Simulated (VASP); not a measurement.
Here is a VASP 6.6.1 calculation.

File INCAR:

```
PREC     = Accurate       # precision mode
ENCUT    = 600            # plane-wave cutoff, eV
EDIFF    = 1E-7           # SCF threshold, eV
ISMEAR   = 0              # smearing method
SIGMA    = 0.1            # smearing width, eV
LREAL    = F              # projectors in reciprocal space
LASPH    = T              # aspherical terms in the spheres
NELM     = 80             # most SCF steps
ALGO     = Normal         # electronic algorithm
ISIF     = 3              # what is computed and relaxed
LWAVE    = F              # write WAVECAR
LCHARG   = F              # write CHGCAR
GGA      = CA             # functional
IBRION   = 2              # ionic algorithm
NSW      = 90             # ionic steps
EDIFFG   = -0.005         # ionic threshold
```

File KPOINTS:

```
Automatic mesh
0
Gamma
  20 20 20
```

The input POSCAR:

```
Cu
1.0
   -1.4341921400      1.4341921400      1.4341921400
    1.4341921400     -1.4341921400      1.4341921400
    1.4341921400      1.4341921400     -1.4341921400
Cu
1
Direct
    0.0000000000      0.0000000000      0.0000000000
```

Potentials or basis: VASP PAW LDA potentials, release 64 (Cu).

The run is started by

```sh
$ cat potpaw_LDA.64/Cu/POTCAR > POTCAR
$ mpirun -np 1 vasp_std > vasp.out
```

(1) Predict the relaxed cell.

(2) What does it give for the space group after relaxing (to 0.05 Å)?

Answers

(1) a = 2.425 Å, b = 2.425 Å, c = 2.425 Å, α = 109.47°, β = 109.47°, γ = 109.47°.

(2) Im-3m (No. 229).
